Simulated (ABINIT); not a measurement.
HfN:

```xyz
2
Lattice="0.0000 2.2560 2.2560 2.2560 0.0000 2.2560 2.2560 2.2560 0.0000" Properties=species:S:1:pos:R:3 pbc="T T T"
Hf    0.0000    0.0000    0.0000
N     2.2560    2.2560    2.2560
```

| Quantity | Value |
| --- | --- |
| Program | ABINIT 10.8.3 (patched build) |
| Task | relaxation of cell and atoms |
| Functional | LDA |
| Potentials or basis | PseudoDojo NC SR LDA v0.4.1 standard |
| Cutoff | 1143 eV |
| k mesh | 8 × 8 × 8 |
| Occupations | fermi-dirac, width 0.05 eV |
| Spin | no spin polarisation |

At the start: pressure -12.1 GPa; volume 11.48 Å³/atom.

Q: Where does the relaxation end?

A: Over 4 steps the energy falls by 18.9 meV/atom and the volume is 11.00 Å³/atom (-4.2 %); space group Fm-3m (No. 225, to 0.05 Å).

The path:
| step | energy change (eV) | largest force (eV/Å) | pressure (GPa) | volume (Å³) |
| --- | --- | --- | --- | --- |
| 1 | 0.0000 | 0.0000 | -12.11 | 22.96 |
| 2 | -0.0371 | 0.0000 | -1.69 | 22.12 |
| 3 | -0.0378 | 0.0000 | 0.10 | 22.00 |
| 4 | -0.0378 | 0.0000 | 0.00 | 22.00 |

Final structure:
```cif
data_structure
_symmetry_space_group_name_H-M 'P 1'
_symmetry_Int_Tables_number 1
_cell_length_a 3.1453
_cell_length_b 3.1453
_cell_length_c 3.1453
_cell_angle_alpha 60.000
_cell_angle_beta 60.000
_cell_angle_gamma 60.000
_cell_volume 22.00
loop_
_atom_site_label
_atom_site_type_symbol
_atom_site_fract_x
_atom_site_fract_y
_atom_site_fract_z
_atom_site_occupancy
Hf1 Hf 0.00000 0.00000 0.00000 1
N1 N 0.50000 0.50000 0.50000 1
```
